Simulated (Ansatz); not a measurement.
Two-dimensional strain map in AlN

Computed with DFT PBEsol, scalar-relativistic, plane waves, PAW in Ansatz. Cutoff 420 eV, Γ-centred 12×12×6 k-points, Gaussian smearing of 0.05 eV. No spin polarisation. Energies are free energies at this smearing, counted from the undisturbed cell; pressure is positive in compression.

Zero of the scan (relaxed at this level):

```
Al N
1.0
     3.11369    0.00000    0.00000
    -1.55685    2.69654    0.00000
     0.00000    0.00000    4.98342
Al N
2 2
Cartesian
  0.0000 1.7977 0.0075
  1.5568 0.8988 2.4992
  0.0000 1.7977 1.9111
  1.5568 0.8988 4.4028
```

The cell is strained by p along both x and y and by q along z, fractional coordinates fixed. Points are written (p, q).

Energy above the undisturbed cell in meV/atom (a dash: not computed):

```csv
p \ q,-0.080,-0.040,0.000,0.040,0.080
-0.080,479.7,350.9,291.0,282.4,311.6
-0.040,214.5,?,64.8,72.2,115.7
0.000,115.4,25.9,0.0,20.9,?
0.040,135.6,63.1,51.5,84.2,?
0.080,239.4,?,184.6,228.0,301.6
```

Task: Fill in the withheld energies.

Result: (-0.040, -0.040): 106.5; (0.000, 0.080): 76.1; (0.040, 0.080): 149.2; (0.080, -0.040): 183.1.

Cost: 25 runs of about 1.7 core-minutes in all, on Intel Xeon Processor @ 2.70GHz (shared hosts).